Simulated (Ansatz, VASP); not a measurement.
## TePb in VASP and in Ansatz

Contents of INCAR:

```
PREC = Accurate
ENCUT = 520
EDIFF = 1E-7
ISMEAR = -1
SIGMA = 0.05
LREAL = F
LASPH = T
NELM = 80
ALGO = Fast
ISIF = 2
LWAVE = F
LCHARG = F
GGA = PE
NBANDS = 17
```

The input KPOINTS:

```
regular mesh
0
Gamma
  7 7 7
```

POSCAR

```
TePb
1.0
    0.0000000000      3.1873324849      3.1873324849
    3.1873324849      0.0000000000      3.1873324849
    3.1873324849      3.1873324849      0.0000000000
Pb Te
1 1
Direct
    0.0000000000      0.0000000000      0.0000000000
    0.5000000000      0.5000000000      0.5000000000
```

The input input.yaml:

```yaml
crystal:
  lattice:
    - [0.0, 3.1873324849, 3.1873324849]
    - [3.1873324849, 0.0, 3.1873324849]
    - [3.1873324849, 3.1873324849, 0.0]
  atoms:
    - { symbol: Pb, position: [0.0, 0.0, 0.0] }
    - { symbol: Te, position: [0.5, 0.5, 0.5] }
kpoints:
  mp_grid: { grid: [7, 7, 7] }
scf:
  occupations: { method: fermi_dirac, width: 0.05 }
hamiltonian:
  xc: pbe
  pseudopotentials: { kind: all_electron, lapw: { basis_error: 0.0005 } }
output:
  forces: true
  stress: true
  eigenvalues: true
```

Change from the starting cell: volume scaled by 0.96.

Alike in both runs: task single point; functional PBE; k mesh 7 × 7 × 7; occupations fermi-dirac, width 0.05 eV; no spin polarisation.

```csv
,VASP,Ansatz
version,VASP 6.6.1,Ansatz 0.2.0
potentials or method,"VASP PAW PBE potentials, release 64 (Pb_d, Te)","all-electron LAPW, scalar-relativistic"
plane-wave cutoff (eV),520,see its input
```

```tsv
	VASP	Ansatz	Ansatz less VASP
gap on the k mesh at the Fermi level (eV)	0.95	0.94	-0.004
least direct gap on the mesh (eV)	0.95	0.94	-0.004
pressure (GPa)	4.2	4.3	+0.05
```

Ansatz ran all-electron here, so the differences hold the error of VASP's frozen core and of both bases.

The runs have no spin-orbit coupling, so splittings on Pb, Te are missing.
